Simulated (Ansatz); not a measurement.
**MgS (Niningerite): band structure with PBE**

MgS (Niningerite):

```
S Mg
1.0
     0.00000    2.60165    2.60165
     2.60165    0.00000    2.60165
     2.60165    2.60165    0.00000
S Mg
1 1
Direct
  0.50000 0.50000 0.50000
  0.00000 0.00000 0.00000
```

| Property | Result |
| --- | --- |
| Program | Ansatz 0.2.0 |
| Task | band structure |
| Functional | PBE |
| Potentials or basis | all-electron LAPW, scalar-relativistic |
| Cutoff | 184 eV (chosen from the basis error) |
| Basis error allowed | 0.001 eV/atom |
| k mesh | 9 × 9 × 9 |
| Occupations | fermi-dirac, width 0.05 eV |
| Spin | no spin polarisation |

```
Pressure                : 1.2 GPa
Band gap on the k mesh  : 2.92 eV, indirect (least direct gap 3.72 eV)
Band gap along the path : 2.79 eV, indirect (least direct gap 3.72 eV)
```

Levels at the corners of the path, in eV from the valence-band top:
```
point  band 8  band 9  band 10  band 11  band 12  band 13  band 14  band 15  band 16
    Γ  -41.47  -12.66     0.00     0.00     0.00     3.72     7.92     7.92     7.92
    X  -41.47  -10.99    -4.18    -1.68    -1.68     2.79     4.39    12.01    12.67
    W  -41.47  -10.94    -3.22    -3.22    -2.35     5.25     7.93     7.93     8.06
    K  -41.47  -10.99    -3.68    -3.18    -1.36     3.91     6.69     9.67    10.06
    Γ  -41.47  -12.66     0.00     0.00     0.00     3.72     7.92     7.92     7.92
    L  -41.47  -11.35    -4.82    -0.59    -0.59     4.55     6.89     6.89    10.14
    U  -41.47  -10.99    -3.68    -3.18    -1.36     3.91     6.69     9.67    10.06
    W  -41.47  -10.94    -3.22    -3.22    -2.35     5.25     7.93     7.93     8.06
```

Run time: 6.3 s on 1 thread of Arm Neoverse V1 (shared host), peak memory 0.24 GiB.

Caveat: the mesh misses the band edges, which the band path finds closer together. PBE gaps usually lie below the measured ones, often by a third to a half.
